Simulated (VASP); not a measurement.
Input of a VASP 6.6.1 run:

POSCAR

```
AlN
1.0
    3.1053090008      0.0000000000     -0.0000000000
   -1.5526545004      2.6892764813      0.0000000000
    0.0000000000      0.0000000000      4.9766095313
  Al              N
     2     2
Direct
     0.3333333332999970    0.6666666667000030    0.9992188694120607
     0.6666666667000030    0.3333333332999970    0.4992188694120607
     0.3333333332999970    0.6666666667000030    0.3807811305879418
     0.6666666667000030    0.3333333332999970    0.8807811305879418
```

File INCAR.step1:

```
SYSTEM = AlN
PREC = Accurate
ENCUT = 600
EDIFF = 1E-8
ISMEAR = 0
SIGMA = 0.03
LREAL = .False.
LASPH = .True.
NELM = 80
ALGO = Normal
ISIF = 3
LWAVE = .False.
LCHARG = .False.
METAGGA = R2SCAN
LMIXTAU = .True.
IBRION = 2
NSW = 40
EDIFFG = -0.002
```

INCAR.step2

```
SYSTEM = AlN
PREC = Accurate
ENCUT = 600
EDIFF = 1E-8
ISMEAR = 0
SIGMA = 0.03
LREAL = .False.
LASPH = .True.
NELM = 80
ALGO = Normal
ISIF = 2
LWAVE = .False.
LCHARG = .False.
METAGGA = R2SCAN
LMIXTAU = .True.
IBRION = 6
NFREE = 2
POTIM = 0.015
NSW = 1
```

File KPOINTS:

```
Automatic mesh
0
Gamma
  12 12 6
  0 0 0
```

Potentials or basis: VASP PAW PBE potentials, release 64 (Al, N).

Launch:

```console
$ cat potpaw_PBE.64/Al/POTCAR potpaw_PBE.64/N/POTCAR > POTCAR
$ cp INCAR.step1 INCAR
$ mpirun -np 1 vasp_std > vasp.out
$ cp CONTCAR POSCAR
$ cp INCAR.step2 INCAR
$ mpirun -np 1 vasp_std > vasp.out
```

Problem. Estimate the highest phonon frequency at Γ, LO-TO splitting left out.

Solution. 743 cm⁻¹.

Phonon frequencies in cm⁻¹ (negative: imaginary):
```csv
q point,frequencies
"(0.000, 0.000, 0.000)",-1 0 0 250 250 559 626 670 670 682 682 743
```
